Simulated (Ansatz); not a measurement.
# Property card for SnO

Level of theory: DFT PBE+D3(BJ), scalar-relativistic, plane waves, PAW (Ansatz).

Plane waves to 420 eV, a k mesh through Γ of 8×6×6 on the computed 4-atom cell and Gaussian smearing (0.02 eV); no spin polarisation.

The structure is relaxed at this level of theory with its symmetry kept. This form isn't the usual stable structure of the compound.

It takes space group Pmn2_1 (No. 31, orthorhombic). The conventional cell has a = 3.346 Å, b = 5.712 Å, c = 3.921 Å, α = 90.00°, β = 90.00°, γ = 90.00°. Sn (site symmetry m) has 3 O at 2.15 to 2.16 Å as nearest neighbours. O (site symmetry m) has 3 Sn at 2.15 to 2.16 Å as nearest neighbours.

| Property | Result |
| --- | --- |
| Volume per atom | 18.73 Å³ |
| Kohn–Sham band gap | 1.30 eV |
| Löwdin character of the top 1 eV of the valence band | O 2p 40 %, Sn 5s 35 %, Sn 5p 24 % |
| Löwdin character of the lowest 1 eV of the conduction band | Sn 5p 67 %, O 2p 15 %, O 2s 9 %, unprojected 5 % |
| Bader charges (e) | Sn (2 in the cell) 1.26, O (2 in the cell) -1.26 |